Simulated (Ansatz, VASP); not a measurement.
# Pt in VASP and in Ansatz

The input INCAR:

```
SYSTEM = Pt
PREC = Accurate
ENCUT = 520
EDIFF = 1E-6
ISMEAR = 0
SIGMA = 0.15
LREAL = .FALSE.
LASPH = .TRUE.
NELM = 100
ALGO = Normal
ISIF = 2
LWAVE = .FALSE.
LCHARG = .FALSE.
GGA = PE
NBANDS = 17
```

The input KPOINTS:

```
Automatic mesh
0
G
  18 18 10
  0 0 0
```

POSCAR

```
Pt
1.0
    2.7585396147      0.0000000000      0.0000000000
   -1.3792698074      2.3889653837      0.0000000000
    0.0000000000      0.0000000000      4.6618000000
Pt
2
Direct
    0.6666666667      0.3333333333      0.7500000000
    0.3333333333      0.6666666667      0.2500000000
```

Input for Ansatz:

```yaml
crystal:
  lattice:
    - [2.7585396147, 0.0, 0.0]
    - [-1.3792698074, 2.3889653837, 0.0]
    - [0.0, 0.0, 4.6618]
  atoms:
    - { symbol: Pt, position: [0.6666666667, 0.3333333333, 0.75] }
    - { symbol: Pt, position: [0.3333333333, 0.6666666667, 0.25] }
basis:
  ecutwfc: 420
kpoints:
  mp_grid: { grid: [18, 18, 10] }
hamiltonian:
  xc: pbe
scf:
  occupations: { method: gaussian, width: 0.15 }
output:
  forces: true
  stress: true
  eigenvalues: true
```

Alike in both runs: task single point; functional PBE; k mesh 18 × 18 × 10; occupations gaussian, width 0.15 eV; no spin polarisation.

```csv
,VASP,Ansatz
version,VASP 6.6.1,Ansatz 0.2.0
potentials or method,"VASP PAW PBE potentials, release 64 (Pt)","scalar-relativistic, plane waves, PAW"
plane-wave cutoff (eV),520,420
valence electrons in the cell,20,36
```

|  | VASP | Ansatz | Ansatz less VASP |
| --- | --- | --- | --- |
| gap on the k mesh at the Fermi level (eV) | none | none | - |
| pressure (GPa) | 5.8 | 6.3 | +0.52 |
| largest component of the traceless stress (GPa) | 2.42 | 2.52 | +0.099 |

A gap of «none» marks a metal or a gap that the smearing closes. The two sets of potentials don't hold the same shells in valence.

Spin-orbit coupling is left out, which matters for the levels of Pt.
